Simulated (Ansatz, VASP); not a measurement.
**CaO in VASP and in Ansatz**

File INCAR:

```
SYSTEM = CaO
PREC = Accurate
ENCUT = 520
EDIFF = 1E-7
ISMEAR = 0
SIGMA = 0.1
LREAL = .False.
LASPH = .True.
NELM = 80
ALGO = Normal
ISIF = 2
LWAVE = .False.
LCHARG = .True.
GGA = PE
LELF = .True.
LVHAR = .True.
NBANDS = 15
```

KPOINTS

```
Automatic mesh
0
Gamma
  6 6 6
  0 0 0
```

Contents of POSCAR:

```
CaO
1.0
    3.2456635600      0.0000000000      0.0000000000
    0.0000000000      3.2456635600      0.0000000000
    0.0000000000      0.0000000000      3.2456635600
Ca O
1 1
Direct
    0.0000000000      0.0000000000      0.0000000000
    0.5000000000      0.5000000000      0.5000000000
```

Input for Ansatz:

```yaml
crystal:
  lattice:
    - [3.24566356, 0.0, 0.0]
    - [0.0, 3.24566356, 0.0]
    - [0.0, 0.0, 3.24566356]
  atoms:
    - { symbol: Ca, position: [0.0, 0.0, 0.0] }
    - { symbol: O, position: [0.5, 0.5, 0.5] }
basis:
  ecutwfc: 420
kpoints:
  mp_grid: { grid: [6, 6, 6] }
hamiltonian:
  xc: pbe
scf:
  occupations: { method: gaussian, width: 0.1 }
  lower_state_search: "off"
output:
  forces: true
  stress: true
  eigenvalues: true
```

Change from the starting cell: species swapped into the HoIn type (Pm-3m, No. 221).

Alike in both runs: task single point; functional PBE; k mesh 6 × 6 × 6; occupations gaussian, width 0.1 eV; no spin polarisation.

|  | VASP | Ansatz |
| --- | --- | --- |
| version | VASP 6.6.1 | Ansatz 0.2.0 |
| potentials or method | VASP PAW PBE potentials, release 64 (Ca_sv, O) | scalar-relativistic, plane waves, PAW |
| plane-wave cutoff (eV) | 520 | 420 |
| valence electrons in the cell | 16 | 16 |

```tsv
	VASP	Ansatz	Ansatz less VASP
gap on the k mesh at the Fermi level (eV)	2.22	2.22	+0.004
least direct gap on the mesh (eV)	2.51	2.52	+0.004
pressure (GPa)	-16.8	-16.9	-0.10
```

With one functional, cell and mesh, what is left measures potentials, basis and numerics.

Caveats: so large a pressure means that the cell lies far from this level's equilibrium, or that cutoff or potentials fall short (VASP). A k mesh can miss the band edges.
